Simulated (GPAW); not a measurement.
# MnS (P6_3mc) in GPAW: single point with PBEsol

Aim: the single point of MnS with PBEsol.

Everything below comes from runs of GPAW 26.7.0. Logs are shortened: lines on timing, memory, paths and dates and some standing lists are left out, and cuts for length are marked. The log counts tension as positive stress, the text compression.

### 1 The crystal as given

The structure is hexagonal, space group P6_3mc (No. 186). Conventional cell: a = 3.954 Å, b = 3.954 Å, c = 6.343 Å, α = 90.00°, β = 90.00°, γ = 120.00°. Mn (site symmetry 3m) is surrounded by 4 S at 2.36 to 2.42 Å. Around S (site symmetry 3m) lie 4 Mn at 2.36 to 2.42 Å.

The cell is a database's computed one.

### 2 Single point, PBEsol, collinear spin, ferromagnetic start

Contents of run.py:

```python
from ase import Atoms
from ase.dft.bandgap import bandgap
from ase.io import write
from ase.units import GPa
from gpaw import GPAW, PW, setup_paths

setup_paths.insert(0, '.')

atoms = Atoms(['Mn', 'Mn', 'S', 'S'],
              cell=[[3.9535769233, 0.0, 0.0],
                    [-1.9767884617, 3.4238980514, 0.0],
                    [0.0, 0.0, 6.34252886]],
              scaled_positions=[[0.6666666667, 0.3333333333, 0.49884467],
                                [0.3333333333, 0.6666666667, 0.99884467],
                                [0.3333333333, 0.6666666667, 0.6261543],
                                [0.6666666667, 0.3333333333, 0.1261543]],
              pbc=True)
atoms.set_initial_magnetic_moments([5.0, 5.0, 0.0, 0.0])

calc = GPAW(mode=PW(450),
            xc='PBEsol',
            kpts={'size': (6, 6, 4), 'gamma': True},
            occupations={'name': 'fermi-dirac', 'width': 0.05},
            nbands=38,
            maxiter=120,
            txt='gpaw.txt')
atoms.calc = calc
energy = atoms.get_potential_energy()
forces = atoms.get_forces()
stress = atoms.get_stress()
calc.write('gs.gpw')
write('result.traj', atoms)
print(f'Energy: {energy:.6f} eV')
print('Forces (eV/A):')
print(forces.round(4))
print('Stress (GPa):', (stress / GPa).round(3))
print('Moments:', calc.get_magnetic_moments().round(3))
print('Fermi level:', round(calc.get_fermi_level(), 4), 'eV')
print(f'Gap: {bandgap(calc)[0]:.4f} eV, direct: {bandgap(calc, direct=True)[0]:.4f} eV')
```

Potentials or basis: PAW data sets generated in the run's folder for this functional, pw.

On the command line:

```bash
$ gpaw-setup -f PBEsol Mn S
$ OMP_NUM_THREADS=1 python run.py
```

gpaw.txt:

```text
__  _  _
 | _ |_)|_||  |
 |__||  | ||/\| - 26.7.0

Input parameters:
  mode=PW(ecut=450.00000000000006),
  kpts=MonkhorstPack(size=(6, 6, 4), gamma=True),
  maxiter=120,
  nbands=38,
  occupations=Occupations(name='fermi-dirac', width=0.05),
  xc=XC(name='PBEsol')

Diagonalizing LCAO Hamiltonian
Converting LCAO to pw mode

        Mn

        S
            Mn

            S

Atoms  # Å, Bohr magnetons
|   | symbol |         x |        y |        z |    initial magnetic moments |
|---|--------|-----------|----------|----------|-----------------------------|
| 0 |     Mn |  1.976788 | 1.141299 | 3.163937 | ( 0.0000,  0.0000,  5.0000) |
| 1 |     Mn | -0.000000 | 2.282599 | 6.335201 | ( 0.0000,  0.0000,  5.0000) |
| 2 |      S | -0.000000 | 2.282599 | 3.971402 | ( 0.0000,  0.0000,  0.0000) |
| 3 |      S |  1.976788 | 1.141299 | 0.800137 | ( 0.0000,  0.0000,  0.0000) |

Unit cell  # Å
| periodic |         x |        y |        z |  lengths |     angles |
|----------|-----------|----------|----------|----------|------------|
|      yes |  3.953577 | 0.000000 | 0.000000 | 3.953577 |  90.000000 |
|      yes | -1.976788 | 3.423898 | 0.000000 | 3.953577 |  90.000000 |
|      yes |  0.000000 | 0.000000 | 6.342529 | 6.342529 | 120.000000 |

Number of symmetries: 6
Symmetry operations  # r_c * U_cc + t_c -> r_c
|   | kind |            matrix            |
|---|------|------------------------------|
| 0 |  σ   |  1, 1, 0,  0,-1, 0,  0, 0, 1 |
| 1 |  E   |  1, 0, 0,  0, 1, 0,  0, 0, 1 |
| 2 |  C3  |  0, 1, 0, -1,-1, 0,  0, 0, 1 |
| 3 |  σ   |  0,-1, 0, -1, 0, 0,  0, 0, 1 |
| 4 |  σ   | -1, 0, 0,  1, 1, 0,  0, 0, 1 |
| 5 |  C3  | -1,-1, 0,  1, 0, 0,  0, 0, 1 |

BZ-sampling:
  Number of BZ points: 144
  Number of IBZ points: 24

  Monkhorst-Pack size: [6, 6, 4]
  Monkhorst-Pack shift: [0.08333333333333333, 0.08333333333333333, 0.125]

K-points  # in reciprocal-cell coordinates
|     |                                coordinates |     weight |
|-----|--------------------------------------------|------------|
|   0 | (  0.00000000,   0.00000000,   0.00000000) | 0.00694444 |
|   1 | (  0.00000000,   0.00000000,   0.25000000) | 0.01388889 |
|   2 | (  0.00000000,   0.00000000,   0.50000000) | 0.00694444 |
|   3 | (  0.16666667,   0.00000000,  -0.25000000) | 0.04166667 |
|   4 | (  0.16666667,   0.00000000,   0.00000000) | 0.04166667 |
|   5 | (  0.16666667,   0.00000000,   0.25000000) | 0.04166667 |
|   6 | (  0.16666667,   0.00000000,   0.50000000) | 0.04166667 |
|   7 | (  0.33333333,  -0.16666667,   0.00000000) | 0.04166667 |
|   8 | (  0.33333333,  -0.16666667,   0.25000000) | 0.08333333 |
|   9 | (  0.33333333,  -0.16666667,   0.50000000) | 0.04166667 |
| ... |                                            |            |
|  23 | (  0.50000000,   0.50000000,   0.50000000) | 0.02083333 |

Plane wave coefficients: 1890
Cutoff: 450.00000000000006 eV

Spin-components: 2 (collinear spins)
Bands:           38
Projectors:      22
Spin-degeneracy: 1
Datatype:        complex128

Parallelization:
  kpt:    1
  domain: 1
  band:   1

Density:
  Valence electrons: 42.0
  Components: 2
  Grid points: [20 20 32]
  Charge: 0.0  # |e|

Potential:
  Grid points: [20 20 32]

species:
  Mn:
    name:    Manganese
    Z:       25.0
    valence: 15
    core:    10
    charge:  0.0  # [|e|]
    compensation charges:
      type: gauss
      rc: 0.38  # [Å]
      lmax: 2
    cutoffs:
      filter: 2.14  # [Å]
      core: 0.86  # [Å]
    projectors
    | kind |    occ | energy [eV] | rcut [Å] |
    |------|--------|-------------|----------|
    |   3s |  2.000 |     -85.624 |    1.275 |
    |   4s |  2.000 |      -5.124 |    1.275 |
    |   3p |  6.000 |     -54.486 |    1.281 |
    |   4p |  0.000 |      -1.348 |    1.281 |
    |   3d |  5.000 |      -6.794 |    1.138 |
    |    d |        |      20.417 |    1.138 |

    Using partial waves for Mn as LCAO basis

  S:
    name:    Sulfur
    Z:       16.0
    valence: 6
    core:    10
    charge:  0.0  # [|e|]
    compensation charges:
      type: gauss
      rc: 0.24  # [Å]
      lmax: 2
    cutoffs:
      filter: 1.77  # [Å]
      core: 1.66  # [Å]
    projectors
    | kind |    occ | energy [eV] | rcut [Å] |
    |------|--------|-------------|----------|
    |   3s |  2.000 |     -17.192 |    0.974 |
    |   3p |  4.000 |      -6.978 |    0.979 |
    |    s |        |      10.020 |    0.974 |
    |    p |        |      20.234 |    0.979 |
    |    d |        |       0.000 |    0.900 |

    Using partial waves for S as LCAO basis

Reference energy: -84647.024017  # eV

eigensolver:
  PPCG
  Converge bands: occupied
  niter=2

density mixing:
  MSR1-Mixer
  Pratt-step length: 0.05
  Maximum mixing coefficient: 0.75
  Old densities: 10
  SVD Regularization: 0.005
  Good broyden scale: 1.0
  Trust region scale: 1.0
  Backstep threshold: 4.0
  History deletion threshold: 6.0
  Fourier metric: weight=20.0, sigma=0.015

occupation numbers:
  Fermi-Dirac:
    width: 0.0500  # eV

poisson solver:
  ecut: 3600.0000000000005  # eV

xc functional:
  name: PBEsol with 2 nearest neighbor stencil

convergence criteria:
- Maximum [total energy] change in last 3 cyles: 0.0005 eV / valence electron
- Maximum integral of absolute [dens]ity change: 0.0001 electrons / valence electron
- Maximum integral of absolute [eigenst]ate change: 4e-08 eV^2 / valence electron
maximum number of iterations: 120

SCF iterations
|iter     | |      energy | eigst |  dens |  magmom |
|---------|-|-------------|-------|-------|---------|
|iter:   1| |  -30.942732 | +0.21 |       | +10.0091|
|iter:   2| |  -30.919219 | -1.55 | -1.11 | +10.0066|
|iter:   3| |  -30.680020 | -1.91 | -1.14 |  +9.8855|
|iter:   4| |  -30.721329 | -2.34 | -1.64 |  +9.7927|
|iter:   5| |  -30.697250 | -2.97 | -1.90 |  +9.7958|
|iter:   6| |  -30.701000 | -3.81 | -2.18 |  +9.7782|
|iter:   7| |  -30.699989c| -4.03 | -2.39 |  +9.7616|
|iter:   8| |  -30.700045c| -5.47 | -3.07 |  +9.7625|
|iter:   9| |  -30.700056c| -6.30 | -3.46 |  +9.7629|
|iter:  10| |  -30.700058c| -7.08 | -3.85 |  +9.7632|
|iter:  11| |  -30.700059c| -7.76c| -4.26c|  +9.7634|

Converged in 11 steps
Energy contributions relative to reference atoms: (reference = -84647.024017)

Energy contributions:
  Kinetic:          33.805872
  Coulomb:         -29.779951
  Zero:              0.304904
  External:          0.000000
  Xc:              -35.023274
  Entropy:          -0.015218
  Spinorbit:         0.000000
  ----------------------------
  Free energy:     -30.707668
  Extrapolated:    -30.700059

dipole moment: (-0.000047, 0.000028, 10.596596)  # |e|*Ang

Total magnetic moment: (0.000000, 0.000000, 9.763386)

Local magnetic moments
|        x |        y |        z |
|----------|----------|----------|
| 0.000000 | 0.000000 | 4.182779 |  # Mn   0
| 0.000000 | 0.000000 | 4.182798 |  # Mn   1
| 0.000000 | 0.000000 | 0.088904 |  # S    2
| 0.000000 | 0.000000 | 0.088903 |  # S    3

Fermi level: 4.980
Eigenvalues  # (at kpt = [0.000, 0.000, 0.000])
| band index |      eig [eV] | occ [0-1] |      eig [eV] | occ [0-1] |
|------------|---------------|-----------|---------------|-----------|
|          0 |       -76.636 |     1.000 |       -72.060 |     1.000 |
|        ... |               |           |               |           |
|         12 |         0.042 |     1.000 |         1.596 |     1.000 |
|         13 |         0.042 |     1.000 |         1.597 |     1.000 |
|         14 |         0.212 |     1.000 |         1.610 |     1.000 |
|         15 |         0.212 |     1.000 |         1.610 |     1.000 |
|         16 |         1.659 |     1.000 |         5.448 |     0.000 |
|         17 |         1.659 |     1.000 |         5.448 |     0.000 |
|         18 |         1.951 |     1.000 |         5.766 |     0.000 |
|         19 |         1.951 |     1.000 |         5.962 |     0.000 |
|         20 |         2.129 |     1.000 |         5.963 |     0.000 |
|         21 |         4.185 |     1.000 |         6.913 |     0.000 |
|         22 |         4.185 |     1.000 |         7.110 |     0.000 |
|         23 |         5.248 |     0.005 |         7.110 |     0.000 |
|         24 |         5.326 |     0.001 |         7.942 |     0.000 |
|         25 |         5.326 |     0.001 |         8.183 |     0.000 |
|         26 |         5.906 |     0.000 |         8.183 |     0.000 |
|        ... |               |           |               |           |
|         37 |        15.559 |     0.000 |        16.459 |     0.000 |

No gap
No difference between direct/indirect transitions

Forces  # eV/Ang
|       x |        y |        z |
|---------|----------|----------|
| 0.00000 |  0.00000 |  0.27793 |  # Mn   0
| 0.00000 | -0.00000 |  0.27844 |  # Mn   1
| 0.00000 |  0.00000 | -0.27833 |  # S    2
| 0.00000 |  0.00000 | -0.27795 |  # S    3

Stress tensor  # eV/Ang^3
|         x |         y |         z |
|-----------|-----------|-----------|
|  0.008650 |  0.000000 | -0.000000 |
|  0.000000 |  0.008650 | -0.000000 |
| -0.000000 | -0.000000 | -0.007449 |

# Writing to gs.gpw (mode='')
```

Wall time 67 s (1 thread of Arm Neoverse V1, shared host); peak memory 0.22 GiB.

Results:

* Free energy: -30.7077 eV
* Pressure: -0.5 GPa
* Largest force: 0.278 eV/Å
* Band gap on the k mesh: none (metal or under the smearing width)
* Net moment: 9.76 μB per cell
* Site moments: Mn +4.18; S +0.09 μB

Forces on the atoms (eV/Å):
```
Mn   0.000  0.000  0.278
Mn   0.000  0.000  0.278
S    0.000  0.000 -0.278
S    0.000  0.000 -0.278
```

Caveat: the cutoff is short for stress and forces, so pressures can be off by a GPa or more; semilocal functionals often make such compounds metallic where correlation or magnetic order opens a gap, which also shifts bond lengths; only a ferromagnetic start was run, and an antiferromagnetic order may lie lower in energy.
